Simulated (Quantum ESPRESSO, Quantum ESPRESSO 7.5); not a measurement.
# black arsenene, 1 layer, stepped through strain along the second axis

Wanted: a table for black arsenene, 1 layer against strain along the second axis, and what can be fitted to it.

Main program and level: Quantum ESPRESSO 7.5; plane-wave DFT, PBE, GBRV ultrasoft pseudopotentials.

Report form: the programs' logs are mostly left out.

## 1. The starting structure

The cell holds 4 atoms: 4 As. Its edges and angles: a = 4.750 Å, b = 3.680 Å, c = 17.480 Å, α = 90.0°, β = 90.0°, γ = 90.0°. It derives from As. Vacuum lies along c.

Set-up: Cell and atoms are first relaxed; each strained cell is then held, the other axis too, and the atoms relax in it. A periodic run with 15 Å of vacuum in the starting cell gives the vacuum levels, and bands follow along a path.

Members -2, -1, 0, 1 and 2 took the same steps and show in the table alone.

## 2. Variable-cell relaxation of the reference

What the set-up leaves free in this member is relaxed.

The input, ref.relax.in:

```
&control
  prefix = 'ref.relax'
  outdir = './out'
  pseudo_dir = './pseudo'
  nstep = 80
  forc_conv_thr = 0.0004
  calculation = 'vc-relax'
  etot_conv_thr = 1e-06
/
&system
  ibrav = 0
  nat = 4
  ntyp = 1
  ecutwfc = 50
  ecutrho = 250
  occupations = 'smearing'
  smearing = 'fd'
  degauss = 0.004
/
&electrons
  conv_thr = 1e-09
  mixing_beta = 0.4
  electron_maxstep = 120
  mixing_mode = 'plain'
/
&ions
/
&cell
  cell_dofree = '2Dxy'
  press_conv_thr = 0.3
/
ATOMIC_SPECIES
  As  74.9216  as_pbe_v1.uspp.F.UPF
CELL_PARAMETERS angstrom
  4.75000000000000 0.00000000000000 0.00000000000000
  0.00000000000000 3.68000000000000 0.00000000000000
  0.00000000000000 0.00000000000000 17.48000000000000
ATOMIC_POSITIONS crystal
  As  0.090000000000 0.000000000000 0.429061784897
  As  0.410000000000 0.500000000000 0.434782608696
  As  0.590000000000 0.500000000000 0.565217391304
  As  0.910000000000 0.000000000000 0.570938215103
K_POINTS automatic
  8 8 1 0 0 0
```

Run with:

```bash
$ OMP_NUM_THREADS=1 mpirun -n 4 pw.x -nk 4 -in ref.relax.in > ref.relax.out
```

The job ended after 8.5 min (4 MPI ranks of Arm Neoverse V1, shared host; peak memory 0.94 GiB).

Step by step:

```
step  energy less that of the first step (eV)  largest force (eV/Å)  volume (Å³)
   1                                   0.0000                1.8732       305.55
   2                                  -0.2393                1.1282       307.74
   3                                  -0.3632                0.3787       309.78
   4                                  -0.3771                0.0807       310.47
   5                                  -0.3775                0.0477       310.33
   6                                  -0.3778                0.0144       310.09
   7                                  -0.3781                0.0203       309.71
   8                                  -0.3782                0.0329       309.34
   9                                  -0.3783                0.0370       308.94
  10                                  -0.3785                0.0276       308.32
  11                                  -0.3786                0.0110       308.09
  12                                  -0.3786                0.0026       308.08
  13                                  -0.3786                0.0045       308.11
  14                                  -0.3786                0.0095       308.11
  15                                  -0.3786                0.0129       308.07
  16                                  -0.3787                0.0155       308.00
  17                                  -0.3787                0.0171       307.87
  18                                  -0.3788                0.0172       307.67
  19                                  -0.3788                0.0144       307.34
  20                                  -0.3788                0.0099       307.00
  21                                  -0.3788                0.0070       306.94
  22                                  -0.3789                0.0070       306.94
```

```
cell as run  before  after  change
      a (Å)   4.750  4.756  +0.1 %
      b (Å)   3.680  3.692  +0.3 %
```

The atoms that moved most (Å, along periodic axes as changes of fractional coordinates times the final cell, across vacuum about the mean position):

```
atom      dx     dy      dz  length
 As3  -0.091  0.000   0.061   0.110
 As2   0.091  0.000  -0.061   0.110
 As1  -0.090  0.000   0.039   0.098
 As4   0.090  0.000  -0.039   0.098
```

The relaxed structure:

```cif
data_structure
_symmetry_space_group_name_H-M 'P 1'
_symmetry_Int_Tables_number 1
_cell_length_a 4.7559
_cell_length_b 3.6921
_cell_length_c 17.4800
_cell_angle_alpha 90.000
_cell_angle_beta 90.000
_cell_angle_gamma 90.000
_cell_volume 306.94
loop_
_atom_site_label
_atom_site_type_symbol
_atom_site_fract_x
_atom_site_fract_y
_atom_site_fract_z
_atom_site_occupancy
As1 As 0.07099 0.00000 0.43129 1
As2 As 0.42915 0.50000 0.43128 1
As3 As 0.57085 0.50000 0.56872 1
As4 As 0.92901 0.00000 0.56871 1
```

 The last row is no step: it is a fresh SCF in the final cell with a new plane-wave basis, -0 meV from the row before.

Numbers from this step:

```
free energy  : -2191.5518 eV
Fermi energy : -0.9328 eV
```

## 3. Relaxing the ions, -4 %

The input, m0.relax.in:

```
&control
  prefix = 'm0.relax'
  outdir = './out'
  pseudo_dir = './pseudo'
  nstep = 40
  forc_conv_thr = 0.0003
  calculation = 'relax'
  tstress = .true.
/
&system
  ibrav = 0
  nat = 4
  ntyp = 1
  ecutwfc = 50
  ecutrho = 250
  occupations = 'smearing'
  smearing = 'fd'
  degauss = 0.002
/
&electrons
  conv_thr = 1e-09
  mixing_beta = 0.4
  electron_maxstep = 120
  mixing_mode = 'plain'
/
&ions
/
ATOMIC_SPECIES
  As  74.9216  as_pbe_v1.uspp.F.UPF
CELL_PARAMETERS angstrom
  4.75588071800000 0.00000000000000 0.00000000000000
  0.00000000000000 3.54444591456000 0.00000000000000
  0.00000000000000 0.00000000000000 17.48000000000000
ATOMIC_POSITIONS crystal
  As  0.070991666800 0.000000000000 0.431291237100
  As  0.429148043300 0.500000000000 0.431282668500
  As  0.570851956700 0.500000000000 0.568717331500
  As  0.929008333200 0.000000000000 0.568708762900
K_POINTS automatic
  8 8 1 0 0 0
```

Run with:

```bash
$ OMP_NUM_THREADS=1 mpirun -n 4 pw.x -nk 4 -in m0.relax.in > m0.relax.out
```

Wall time 2.3 min (4 MPI ranks); peak memory 0.87 GiB.

The steps of the relaxation:

```
step  energy less that of the first step (eV)  largest force (eV/Å)
   1                                   0.0000                0.2156
   2                                  -0.0031                0.1395
   3                                  -0.0050                0.0598
   4                                  -0.0054                0.0140
   5                                  -0.0054                0.0102
   6                                  -0.0054                0.0050
```

The atoms that moved most (Å):

```
atom      dx     dy      dz  length
 As4   0.012  0.000   0.005   0.013
 As1  -0.012  0.000  -0.005   0.013
 As2   0.012  0.000  -0.005   0.013
 As3  -0.012  0.000   0.005   0.013
```

The relaxed structure:

```cif
data_structure
_symmetry_space_group_name_H-M 'P 1'
_symmetry_Int_Tables_number 1
_cell_length_a 4.7559
_cell_length_b 3.5444
_cell_length_c 17.4800
_cell_angle_alpha 90.000
_cell_angle_beta 90.000
_cell_angle_gamma 90.000
_cell_volume 294.66
loop_
_atom_site_label
_atom_site_type_symbol
_atom_site_fract_x
_atom_site_fract_y
_atom_site_fract_z
_atom_site_occupancy
As1 As 0.06847 0.00000 0.43099 1
As2 As 0.43161 0.50000 0.43099 1
As3 As 0.56839 0.50000 0.56901 1
As4 As 0.93153 0.00000 0.56901 1
```

The relaxation lowers the energy by 1 meV an atom.

This step gave:

* free energy: -2191.4880 eV
* Fermi energy: -0.8687 eV

## 4. Self-consistent run, -4 %

The self-consistent run of this member.

The input, m0.scf.in:

```
&control
  prefix = 'm0.scf'
  outdir = './out'
  pseudo_dir = './pseudo'
  calculation = 'scf'
  tprnfor = .true.
/
&system
  ibrav = 0
  nat = 4
  ntyp = 1
  ecutwfc = 40
  ecutrho = 200
  occupations = 'smearing'
  smearing = 'fd'
  degauss = 0.002
  nbnd = 14
/
&electrons
  conv_thr = 1e-09
  mixing_beta = 0.4
  electron_maxstep = 120
  mixing_mode = 'plain'
/
ATOMIC_SPECIES
  As  74.9216  as_pbe_v1.uspp.F.UPF
CELL_PARAMETERS angstrom
  4.75588071800000 0.00000000000000 0.00000000000000
  0.00000000000000 3.54444591456000 0.00000000000000
  0.00000000000000 0.00000000000000 17.48000000000000
ATOMIC_POSITIONS crystal
  As  0.068469552300 0.000000000000 0.430985534200
  As  0.431611633700 0.500000000000 0.430986798900
  As  0.568388366300 0.500000000000 0.569013201100
  As  0.931530447700 0.000000000000 0.569014465800
K_POINTS automatic
  8 8 1 0 0 0
```

Run with:

```bash
$ OMP_NUM_THREADS=1 mpirun -n 4 pw.x -nk 4 -in m0.scf.in > m0.scf.out
```

The job ended after 24 s (4 MPI ranks; peak memory 0.65 GiB).

This step gave:

- free energy: -2191.4835 eV
- Fermi energy: -0.8683 eV
- valence top, on the run's zero: -1.164 eV
- conduction bottom, on the run's zero: -0.5917 eV
- gap by band count: 0.5722 eV

## 5. Potential by pp.x, -4 %

plot_num = 11 writes the bare and Hartree potential, from which vacuum levels or, in a crystal, the mean potential are read.

The input, m0.pot.in:

```
&inputpp
  prefix = 'm0.scf'
  outdir = './out'
  filplot = 'm0.pot.dat'
  plot_num = 11
/
```

Run with:

```bash
$ OMP_NUM_THREADS=1 mpirun -n 4 pp.x -in m0.pot.in > m0.pot.out
```

The job ended after 0.91 s (4 MPI ranks; peak memory 0.11 GiB).

Numbers from this step:

| Quantity | Value |
| --- | --- |
| slope of the potential above | 9.23e-5 eV/Å |
| upper vacuum line continued to the top atoms, over the valence top | 4.550 eV |
| slope of the potential below | -2.89e-4 eV/Å |
| lower vacuum line continued to the bottom atoms, over the valence top | 4.549 eV |
| vacuum level at the upper face over the valence top of the mesh | 4.550 eV |
| vacuum level at the lower face over the valence top of the mesh | 4.550 eV |

The potential energy, planar mean oscillates, so the rows of the table below give means over windows of 0.5 Å about each position, cut where the curve ends. Its maxima inside the range that stand out by 2 % of the span (Å: eV): 7.57: 33.4, 8.74: 1.09, 9.91: 33.4. Its minima: 6.88: -1.96, 8.27: -2.48, 9.21: -2.48, 10.60: -1.96.

Electrostatic potential energy of an electron; zero at the highest filled level of the SCF mesh. The potential energy, planar mean by z; means over each step:

```
z (Å)  potential energy, planar mean (eV)
  0.0                                4.55
  0.5                                4.55
  1.0                                4.55
  1.5                                4.55
  2.0                                4.55
  2.5                                4.55
  3.0                                4.55
  3.5                                4.55
  4.0                                4.55
  4.5                                4.54
  5.0                                4.51
  5.5                                4.38
  6.0                                3.82
  6.5                                1.48
  7.0                                5.38
  7.5                                29.4
  8.0                                8.23
  8.5                              -0.205
  9.0                              -0.337
  9.5                                9.34
 10.0                                29.3
 10.5                                4.42
 11.0                                1.63
 11.5                                3.86
 12.0                                4.39
 12.5                                4.51
 13.0                                4.54
 13.5                                4.55
 14.0                                4.55
 14.5                                4.55
 15.0                                4.55
 15.5                                4.55
 16.0                                4.55
 16.5                                4.55
 17.0                                4.55
```

## 6. Bands along a path, -4 %

Bands along a path place the edges.

m0.bands.in, as its differences from the input of step 4:

```diff
@@ -1,7 +1,6 @@
 &control
-  prefix = 'm0.scf'
+  prefix = 'm0.bands'
   outdir = './out'
   pseudo_dir = './pseudo'
-  calculation = 'scf'
-  tprnfor = .true.
+  calculation = 'bands'
 /
@@ -16,6 +15,6 @@
   degauss = 0.002
-  nbnd = 14
+  nbnd = 16
 /
 &electrons
-  conv_thr = 1e-09
+  conv_thr = 1e-07
   mixing_beta = 0.4
@@ -35,3 +34,8 @@
   As  0.931530447700 0.000000000000 0.569014465800
-K_POINTS automatic
-  8 8 1 0 0 0
+K_POINTS crystal_b
+5
+  0.0000000000 0.0000000000 0.0000000000 12
+  0.5000000000 0.0000000000 0.0000000000 12
+  0.5000000000 0.5000000000 0.0000000000 12
+  0.0000000000 0.5000000000 0.0000000000 12
+  0.0000000000 0.0000000000 0.0000000000 1
```

Run with:

```bash
$ cp -r out/m0.scf.save out/m0.bands.save
$ cp out/m0.scf.xml out/m0.bands.xml
$ OMP_NUM_THREADS=1 mpirun -n 4 pw.x -nk 4 -in m0.bands.in > m0.bands.out
```

Run time: 37 s. Hardware: 4 MPI ranks; peak memory 0.37 GiB.

This step gave:

- conduction bottom, on the run's zero: -0.5919 eV
- gap by band count: 0.5723 eV

Band numbers count within the set of bands kept for display. Electronic bands along the path, in eV, zero at the highest filled level of the SCF mesh; v1 is the highest filled band, c1 the lowest empty one:

```
  point     v4     v3     v2     v1    c1    c2    c3    c4
      Γ  -2.31  -1.86  -0.80  -0.11  0.57  2.51  3.05  3.51
halfway  -2.04  -1.35  -0.89  -0.71  1.48  2.04  2.67  3.12
      X  -1.39  -1.39  -0.62  -0.62  1.81  1.81  2.80  2.80
halfway  -2.66  -2.66  -1.27  -1.27  2.58  2.58  3.38  3.38
      S  -4.03  -4.03  -1.41  -1.41  2.54  2.55  4.22  4.22
halfway  -3.33  -3.33  -1.46  -1.46  1.85  1.85  2.98  2.99
      Y  -2.39  -2.39  -1.85  -1.85  1.03  1.03  1.67  1.67
halfway  -3.39  -2.35  -1.55  -0.53  1.18  1.18  3.05  3.06
      Γ  -2.31  -1.86  -0.80  -0.11  0.57  2.51  3.05  3.51
```

Along this path the valence top lies near X and the conduction bottom at Γ.

## 7. Relaxation with pw.x, -3 %

The input, m1.relax.in:

```
&control
  prefix = 'm1.relax'
  outdir = './out'
  pseudo_dir = './pseudo'
  nstep = 40
  forc_conv_thr = 0.0003
  calculation = 'relax'
  tstress = .true.
/
&system
  ibrav = 0
  nat = 4
  ntyp = 1
  ecutwfc = 50
  ecutrho = 250
  occupations = 'smearing'
  smearing = 'fd'
  degauss = 0.002
/
&electrons
  conv_thr = 1e-09
  mixing_beta = 0.4
  electron_maxstep = 120
  mixing_mode = 'plain'
/
&ions
/
ATOMIC_SPECIES
  As  74.9216  as_pbe_v1.uspp.F.UPF
CELL_PARAMETERS angstrom
  4.75588071800000 0.00000000000000 0.00000000000000
  0.00000000000000 3.58136722617000 0.00000000000000
  0.00000000000000 0.00000000000000 17.48000000000000
ATOMIC_POSITIONS crystal
  As  0.070991666800 0.000000000000 0.431291237100
  As  0.429148043300 0.500000000000 0.431282668500
  As  0.570851956700 0.500000000000 0.568717331500
  As  0.929008333200 0.000000000000 0.568708762900
K_POINTS automatic
  8 8 1 0 0 0
```

Run with:

```bash
$ OMP_NUM_THREADS=1 mpirun -n 4 pw.x -nk 4 -in m1.relax.in > m1.relax.out
```

Elapsed: 2 min, on 4 MPI ranks; peak memory 0.91 GiB; 7.8 min of CPU time.

Step by step:

```
step  energy less that of the first step (eV)  largest force (eV/Å)
   1                                   0.0000                0.1571
   2                                  -0.0017                0.1040
   3                                  -0.0027                0.0480
   4                                  -0.0030                0.0106
   5                                  -0.0030                0.0077
```

Read from the output:

- free energy: -2191.5167 eV
- Fermi energy: -0.8829 eV

## 8. Ground state, -3 %

The input, m1.scf.in:

```
&control
  prefix = 'm1.scf'
  outdir = './out'
  pseudo_dir = './pseudo'
  calculation = 'scf'
  tprnfor = .true.
/
&system
  ibrav = 0
  nat = 4
  ntyp = 1
  ecutwfc = 40
  ecutrho = 200
  occupations = 'smearing'
  smearing = 'fd'
  degauss = 0.002
  nbnd = 14
/
&electrons
  conv_thr = 1e-09
  mixing_beta = 0.4
  electron_maxstep = 120
  mixing_mode = 'plain'
/
ATOMIC_SPECIES
  As  74.9216  as_pbe_v1.uspp.F.UPF
CELL_PARAMETERS angstrom
  4.75588071800000 0.00000000000000 0.00000000000000
  0.00000000000000 3.58136722617000 0.00000000000000
  0.00000000000000 0.00000000000000 17.48000000000000
ATOMIC_POSITIONS crystal
  As  0.069085617900 0.000000000000 0.431064484400
  As  0.431005709700 0.500000000000 0.431065933900
  As  0.568994290300 0.500000000000 0.568934066100
  As  0.930914382100 0.000000000000 0.568935515600
K_POINTS automatic
  8 8 1 0 0 0
```

Run with:

```bash
$ OMP_NUM_THREADS=1 mpirun -n 4 pw.x -nk 4 -in m1.scf.in > m1.scf.out
```

Elapsed: 25 s, on 4 MPI ranks; peak memory 0.44 GiB; 99 s of CPU time.

This step gave:

- free energy: -2191.5123 eV
- Fermi energy: -0.8826 eV
- valence top, on the run's zero: -1.205 eV
- conduction bottom, on the run's zero: -0.5794 eV
- gap by band count: 0.6253 eV

## 9. Relaxing the ions, 3 %

The input, m7.relax.in:

```
&control
  prefix = 'm7.relax'
  outdir = './out'
  pseudo_dir = './pseudo'
  nstep = 40
  forc_conv_thr = 0.0003
  calculation = 'relax'
  tstress = .true.
/
&system
  ibrav = 0
  nat = 4
  ntyp = 1
  ecutwfc = 50
  ecutrho = 250
  occupations = 'smearing'
  smearing = 'fd'
  degauss = 0.002
/
&electrons
  conv_thr = 1e-09
  mixing_beta = 0.4
  electron_maxstep = 120
  mixing_mode = 'plain'
/
&ions
/
ATOMIC_SPECIES
  As  74.9216  as_pbe_v1.uspp.F.UPF
CELL_PARAMETERS angstrom
  4.75588071800000 0.00000000000000 0.00000000000000
  0.00000000000000 3.80289509583000 0.00000000000000
  0.00000000000000 0.00000000000000 17.48000000000000
ATOMIC_POSITIONS crystal
  As  0.070991666800 0.000000000000 0.431291237100
  As  0.429148043300 0.500000000000 0.431282668500
  As  0.570851956700 0.500000000000 0.568717331500
  As  0.929008333200 0.000000000000 0.568708762900
K_POINTS automatic
  8 8 1 0 0 0
```

Run with:

```bash
$ OMP_NUM_THREADS=1 mpirun -n 4 pw.x -nk 4 -in m7.relax.in > m7.relax.out
```

Run time: 2.3 min. Hardware: 4 MPI ranks; peak memory 0.97 GiB.

Step by step:

```
step  energy less that of the first step (eV)  largest force (eV/Å)
   1                                   0.0000                0.1290
   2                                  -0.0012                0.0941
   3                                  -0.0020                0.0560
   4                                  -0.0025                0.0095
   5                                  -0.0025                0.0067
```

Final coordinates:

```cif
data_structure
_symmetry_space_group_name_H-M 'P 1'
_symmetry_Int_Tables_number 1
_cell_length_a 4.7559
_cell_length_b 3.8029
_cell_length_c 17.4800
_cell_angle_alpha 90.000
_cell_angle_beta 90.000
_cell_angle_gamma 90.000
_cell_volume 316.15
loop_
_atom_site_label
_atom_site_type_symbol
_atom_site_fract_x
_atom_site_fract_y
_atom_site_fract_z
_atom_site_occupancy
As1 As 0.07284 0.00000 0.43151 1
As2 As 0.42725 0.50000 0.43151 1
As3 As 0.57275 0.50000 0.56849 1
As4 As 0.92716 0.00000 0.56849 1
```

This step gave:

- free energy: -2191.5225 eV
- Fermi energy: -1.169 eV

[end of part 1 of 2]

[Logs are printed without paths, hosts, clocks, repeated set-up lines and the standing remarks that a program may print on its own settings, such as how far it seeks lower states.]

[Hosts, paths, dates, database ids (printed as entryN), source tags and the programs' standing remarks are cut or masked in the printed files.]

[Maps of the electrostatic potential energy from Ansatz leave out the sawtooth potential of an applied field or a dipole correction, so their vacuum need not be flat; planar profiles and work functions include it.]
